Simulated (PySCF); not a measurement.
Isomers of C3H9N, one conformer each; single-point electronic energies without zero-point terms and without any empirical dispersion term.

Level: wB97X-D/pcSseg-2 in PySCF, non-relativistic, each on one gas-phase PBE0-D3(BJ)/def2-TZVP geometry that isn't relaxed in the solvent. The solvent is an IEF-PCM continuum (cavity from Bondi-type radii × 1.2). Only the electrostatic response of the medium enters.

```csv
isomer,"relative energy, gas (kcal/mol)",dipole (D)
2-propanamine (`CC(C)N`),0.0,1.32
1-propanamine (`CCCN`),2.3,1.25
```

Problem. How do the relative energies look in chloroform (ε = 4.711)?

Solution. 
| isomer | relative energy, solvent (kcal/mol) | E(solvent) − E(gas) (kcal/mol) | dipole in solvent (D) |
| --- | --- | --- | --- |
| 2-propanamine (`CC(C)N`) | 0.0 | -2.9 | 1.68 |
| 1-propanamine (`CCCN`) | 2.3 | -2.9 | 1.57 |

The order is unchanged. Conformers: `[CH3:1][CH:2]([CH3:3])[NH2:4]` with C1–C2–N4–H -179° and -60°; `[CH3:1][CH2:2][CH2:3][NH2:4]` with C1–C2–C3–N4 -178°, C2–C3–N4–H -64° and 178°. The gains span 0.0 kcal/mol, the gas-phase energies 2.3 kcal/mol.
